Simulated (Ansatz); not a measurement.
This HfC structure is the end of a relaxation. The cell was found from a structure generator's guess, not taken from experiment.

The calculation used Ansatz, DFT PBE, scalar-relativistic, plane waves, PAW. Cutoff 420 eV, Γ-centred mesh, Gaussian smearing, no spin polarisation.

```cif
data_structure
_symmetry_space_group_name_H-M 'P 1'
_symmetry_Int_Tables_number 1
_cell_length_a 3.1468
_cell_length_b 3.1468
_cell_length_c 3.9071
_cell_angle_alpha 90.000
_cell_angle_beta 90.000
_cell_angle_gamma 90.000
_cell_volume 38.69
loop_
_atom_site_label
_atom_site_type_symbol
_atom_site_fract_x
_atom_site_fract_y
_atom_site_fract_z
_atom_site_occupancy
Hf1 Hf 0.00000 0.00000 0.50000 1
C1 C 0.50000 0.50000 0.50000 1
```

Formation energies are uncorrected and refer to the elements' standard structures at the same level.

Question: Find its symmetry and describe it.

Answer: P4/mmm (No. 123). Conventional cell: a = 3.147 Å, c = 3.907 Å. Around Hf lie 4 C at 2.23 Å and 4 Hf at 3.15 Å; C is surrounded by 4 Hf at 2.23 Å.

Question: What is its formation energy per atom?

Answer: +0.42 eV/atom. The separate elements lie lower, so it is unstable against them.

Question: Is it a metal?

Answer: Yes, bands cross the Fermi level on the 18×18×14 mesh.

The last run used an 18×18×14 mesh (in the run's order of axes) for its 2-atom cell and Gaussian smearing of 0.10 eV. Spin–orbit coupling, which can matter for Hf, is left out. The reference form of C is held partly by dispersion forces, which this level lacks. A structure relaxed within its symmetry needn't be a true minimum. Another cell of HfC relaxed alike, in F-43m, lies 0.70 eV/atom lower, so this cell isn't the stable form at this level.
